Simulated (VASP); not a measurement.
# PbF2 (Fluorocronite) (Fm-3m) in VASP: notebook

One crystal, PbF2 (Fluorocronite), is run at these levels: PBEsol, PBE, LDA; tasks: phonons, dielectric tensor, band structure.

Everything below comes from runs of VASP 6.6.1. Logs are shortened: lines on timing, memory, paths and dates and some standing lists are left out, and cuts for length are marked.

## Step 1: Starting point

It takes space group Fm-3m (No. 225, cubic). Conventional cell: a = 5.892 Å, b = 5.892 Å, c = 5.892 Å, α = 90.00°, β = 90.00°, γ = 90.00°. Around Pb (site symmetry m-3m) lie 8 F at 2.55 Å. Around F (site symmetry -43m) lie 4 Pb at 2.55 Å.

## Step 2: Phonons, PBEsol

Input file POSCAR:

```
PbF2
1.0
    0.0000000000      2.9462119400      2.9462119400
    2.9462119400      0.0000000000      2.9462119400
    2.9462119400      2.9462119400      0.0000000000
  Pb              F
     1     2
Direct
     0.0000000000000000    0.0000000000000000    0.0000000000000000
     0.2500000000000000    0.2500000000000000    0.2500000000000000
     0.7500000000000000    0.7500000000000000    0.7500000000000000
```

Input file INCAR.step1:

```
SYSTEM = PbF2
  PREC = Accurate
  ENCUT = 600
  EDIFF = 1E-8
  ISMEAR = 0
  SIGMA = 0.03
  LREAL = .FALSE.
  LASPH = .TRUE.
  NELM = 80
  ALGO = Normal
  ISIF = 3
  LWAVE = .FALSE.
  LCHARG = .FALSE.
  GGA = PS
  KPAR = 2
  IBRION = 2
  NSW = 40
  EDIFFG = -0.002
```

Input file INCAR.step2:

```
SYSTEM = PbF2
  PREC = Accurate
  ENCUT = 600
  EDIFF = 1E-8
  ISMEAR = 0
  SIGMA = 0.03
  LREAL = .FALSE.
  LASPH = .TRUE.
  NELM = 80
  ALGO = Normal
  ISIF = 2
  LWAVE = .FALSE.
  LCHARG = .FALSE.
  GGA = PS
  KPAR = 2
  IBRION = 6
  NFREE = 2
  POTIM = 0.015
  NSW = 1
```

Input file KPOINTS:

```
regular mesh
0
G
  8 8 8
  0 0 0
```

Potentials or basis: VASP PAW PBE potentials, release 64 (Pb_d, F).

On the command line:

```bash
$ cat potpaw_PBE.64/Pb_d/POTCAR potpaw_PBE.64/F/POTCAR > POTCAR
$ cp INCAR.step1 INCAR
$ mpirun -np 2 vasp_std > vasp.out
$ cp CONTCAR POSCAR
$ cp INCAR.step2 INCAR
$ mpirun -np 2 vasp_std > vasp.out
```

OUTCAR:

```text
SYSTEM = PbF2
   PREC = Accurate
   ENCUT = 600
   EDIFF = 1E-8
   ISMEAR = 0
   LREAL = .FALSE.
   LASPH = .TRUE.
   NELM = 80
   ISIF = 2
   GGA = PS
   IBRION = 6
   NFREE = 2
   POTIM = 0.015
   NSW = 1

 ion  position               nearest neighbor table
   1  0.000  0.000  0.000-   2 2.55   3 2.55   3 2.55   3 2.55   3 2.55   2 2.55   2 2.55   2 2.55

   2  0.250  0.250  0.250-   1 2.55   1 2.55   1 2.55   1 2.55
   3  0.750  0.750  0.750-   1 2.55   1 2.55   1 2.55   1 2.55

  LATTYP: Found a face centered cubic cell.
 ALAT       =     5.8924238800

  Lattice vectors:

 A1 = (   0.0000000000,   2.9462119400,   2.9462119400)
 A2 = (   2.9462119400,   0.0000000000,   2.9462119400)
 A3 = (   2.9462119400,   2.9462119400,   0.0000000000)

Analysis of symmetry for initial positions (statically):
=====================================================================
 Subroutine PRICEL returns:
 Original cell was already a primitive cell.

 Routine SETGRP: Setting up the symmetry group for a
 face centered cubic supercell.

 Subroutine GETGRP returns: Found 48 space group operations
 (whereof 48 operations were pure point group operations)
 out of a pool of 48 trial point group operations.

The static configuration has the point symmetry O_h .

Analysis of symmetry for dynamics (positions and initial velocities):
=====================================================================
 Subroutine PRICEL returns:
 Original cell was already a primitive cell.

 Routine SETGRP: Setting up the symmetry group for a
 face centered cubic supercell.

 Subroutine GETGRP returns: Found 48 space group operations
 (whereof 48 operations were pure point group operations)
 out of a pool of 48 trial point group operations.

The dynamic configuration has the point symmetry O_h .

 Subroutine INISYM returns: Found 48 space group operations
 (whereof 48 operations are pure point group operations),
 and found     1 'primitive' translations
[... 155 lines left out ...]
  -------------------------------------------------------------------------------------
  Total        0.0044575      0.0044575      0.0044575      0.0000000      0.0000000      0.0000000
  in kB        0.1396315      0.1396315      0.1396315      0.0000000      0.0000000      0.0000000
  external PRESSURE =       0.1396315 kB  Pullay stress =       0.0000000 kB
[... 135 lines left out ...]
--------------------------------------- Ionic step        5  -------------------------------------------

 number of electron      28.0000007 magnetization

 Free energy of the ion-electron system (eV)
  ---------------------------------------------------
  ext. energy  EPLUGINS =         0.00000000
  ---------------------------------------------------
  free energy    TOTEN  =       -14.93954155 eV

  energy without entropy =      -14.93954155  energy(sigma->0) =      -14.93954155

 E-fermi :   2.1342     XC(G=0):  -9.7508

 val. band max:        1.9561004482   @ k =   0.5000   0.2500  -0.2500
 cond. band min:       6.2556375059   @ k =   0.5000   0.5000   0.0000
 fundamental gap:      4.2995370577
 Fermi energy:         2.1342146160

 k-point     1 :       0.0000    0.0000    0.0000
  band No.  band energies     occupation
      1     -19.1690      2.00000
      2     -18.4964      2.00000
      3     -12.4319      2.00000
      4     -12.4313      2.00000
      5     -12.4308      2.00000
      6     -12.3592      2.00000
[... 481 lines left out ...]
      5     -12.3367      2.00000
      6     -12.3050      2.00000
[... 10 lines left out ...]
     17       9.6468      0.00000
     18      12.7523      0.00000

 [... further k-points ...]

------------------------ aborting loop because EDIFF is reached ----------------------------------------

  FORCE on cell =-STRESS in cart. coord.  units (eV):
  Direction    XX          YY          ZZ          XY          YZ          ZX
  --------------------------------------------------------------------------------------
  -------------------------------------------------------------------------------------
  Total        0.0064051      0.0057969      0.0057969      0.0000000      0.0427058      0.0000000
  in kB        0.2006384      0.1815854      0.1815854      0.0000000      1.3377502      0.0000000
  external PRESSURE =       0.1879364 kB  Pullay stress =       0.0000000 kB
[... 18 lines left out ...]
  FREE ENERGIE OF THE ION-ELECTRON SYSTEM (eV)
  ---------------------------------------------------
  free  energy   TOTEN  =       -14.9395415531 eV

  energy  without entropy=      -14.9395415531  energy(sigma->0) =      -14.93954155

 INTERNAL STRAIN TENSORS FROM DISPLACED ATOMS
 ============================================

 INTERNAL STRAIN TENSOR FOR ION    1 for displacements in x,y,z  (eV/Angst):
          X           Y           Z          XY          YZ          ZX
  --------------------------------------------------------------------------------
  x     0.00000     0.00000     0.00000     0.00000     0.00000     0.00000
  y     0.00000     0.00000     0.00000     0.00000     0.00000     0.00000
  z     0.00000     0.00000     0.00000     0.00000     0.00000     0.00000

 INTERNAL STRAIN TENSOR FOR ION    3 for displacements in x,y,z  (eV/Angst):
          X           Y           Z          XY          YZ          ZX
  --------------------------------------------------------------------------------
  x     0.00000    -0.00000     0.00000     0.00000     2.84612     0.00000
  y    -0.00000     0.00000     0.00000     0.00000     0.00000     2.84612
  z     0.00000    -0.00000     0.00000     2.84612     0.00000     0.00000

 Eigenvectors and eigenvalues of the dynamical matrix
 ----------------------------------------------------

   1 f  =    7.530351 THz    47.314588 2PiTHz  251.185457 cm-1    31.143013 meV
             X         Y         Z           dx          dy          dz
      0.000000  0.000000  0.000000     0.000000   -0.000000   -0.000000
      1.473106  1.473106  1.473106     0.046123   -0.705601   -0.000000
      4.419318  4.419318  4.419318    -0.046123    0.705601    0.000000
[... 43 lines left out ...]
   9 f/i=    0.000608 THz     0.003821 2PiTHz    0.020284 cm-1     0.002515 meV
             X         Y         Z           dx          dy          dz
      0.000000  0.000000  0.000000     0.079999    0.001957   -0.915840
      1.473106  1.473106  1.473106     0.024212    0.000592   -0.277182
      4.419318  4.419318  4.419318     0.024212    0.000592   -0.277182

 ELASTIC MODULI CONTR FROM IONIC RELAXATION (kBar)
 Direction    XX          YY          ZZ          XY          YZ          ZX
 --------------------------------------------------------------------------------
 XX          -0.0000      0.0000      0.0000     -0.0000     -0.0000      0.0000
 YY           0.0000     -0.0000      0.0000      0.0000      0.0000     -0.0000
 ZZ           0.0000      0.0000     -0.0000     -0.0000     -0.0000     -0.0000
 XY          -0.0000      0.0000     -0.0000   -115.1298      0.0000     -0.0000
 YZ          -0.0000      0.0000     -0.0000      0.0000   -115.1298     -0.0000
 ZX           0.0000     -0.0000     -0.0000     -0.0000     -0.0000   -115.1298
 --------------------------------------------------------------------------------
```

OUTCAR.step1:

```text
SYSTEM = PbF2
   PREC = Accurate
   ENCUT = 600
   EDIFF = 1E-8
   ISMEAR = 0
   LREAL = .FALSE.
   LASPH = .TRUE.
[... 736 lines left out ...]
      1.47311      1.47311      1.47311        -0.000000     -0.000000     -0.000000
      4.41932      4.41932      4.41932         0.000000      0.000000      0.000000
 -----------------------------------------------------------------------------------
    total drift:                                0.000000      0.000000      0.000000

  FREE ENERGIE OF THE ION-ELECTRON SYSTEM (eV)
  ---------------------------------------------------
  free  energy   TOTEN  =       -14.9398338117 eV

  energy  without entropy=      -14.9398338117  energy(sigma->0) =      -14.93983381

 reached required accuracy - stopping structural energy minimisation
```

OSZICAR.step1:

```text
N       E                     dE             d eps       ncg     rms          rms(c)
DAV:   1     0.327383947400E+03    0.32738E+03   -0.16411E+04  1044   0.197E+03
DAV:   2     0.114441409088E+02   -0.31594E+03   -0.30436E+03  1220   0.485E+02
DAV:   3    -0.156638921114E+02   -0.27108E+02   -0.26707E+02  1174   0.157E+02
DAV:   4    -0.165147044751E+02   -0.85081E+00   -0.84966E+00  1170   0.286E+01
DAV:   5    -0.165404076434E+02   -0.25703E-01   -0.25702E-01  1164   0.499E+00    0.712E+00
DAV:   6    -0.149660699960E+02    0.15743E+01   -0.84236E+00  1368   0.251E+01    0.262E+00
DAV:   7    -0.149490823637E+02    0.16988E-01   -0.37522E-01  1052   0.438E+00    0.148E+00
DAV:   8    -0.149406565774E+02    0.84258E-02   -0.90420E-02  1056   0.372E+00    0.464E-01
DAV:   9    -0.149385266230E+02    0.21300E-02   -0.17690E-02  1176   0.104E+00    0.955E-02
DAV:  10    -0.149398085708E+02   -0.12819E-02   -0.17265E-03  1048   0.428E-01    0.259E-02
DAV:  11    -0.149398168445E+02   -0.82737E-05   -0.93702E-05  1132   0.108E-01    0.123E-02
DAV:  12    -0.149398355397E+02   -0.18695E-04   -0.59865E-05  1124   0.798E-02    0.111E-02
DAV:  13    -0.149398337213E+02    0.18184E-05   -0.18966E-05  1230   0.500E-02    0.205E-03
DAV:  14    -0.149398337917E+02   -0.70470E-07   -0.98697E-07  1056   0.753E-03    0.692E-04
DAV:  15    -0.149398338110E+02   -0.19284E-07   -0.30340E-08  1122   0.163E-03    0.233E-04
DAV:  16    -0.149398338117E+02   -0.67303E-09   -0.67936E-09   782   0.977E-04
   1 F= -.14939834E+02 E0= -.14939834E+02  d E =-.149398E+02
```

Run time: 1.7 min. Hardware: 2 MPI ranks of AMD EPYC 9R45 (Zen 5), shared host; peak memory 0.3 GiB.

Results:

```yaml
Highest_phonon_frequency_at_Γ_LO-TO_splitting_left_out: 251 cm⁻¹
```

Phonon frequencies in cm⁻¹ (negative: imaginary):
```
              q point                    frequencies
(0.000, 0.000, 0.000)  0 0 0 114 114 114 251 251 251
```

Caveat: the PAW data sets were made with another functional, which shifts forces and pressure a little. The run has no spin-orbit coupling, so splittings on Pb are missing.

(Part 1 of 2 ends here.)
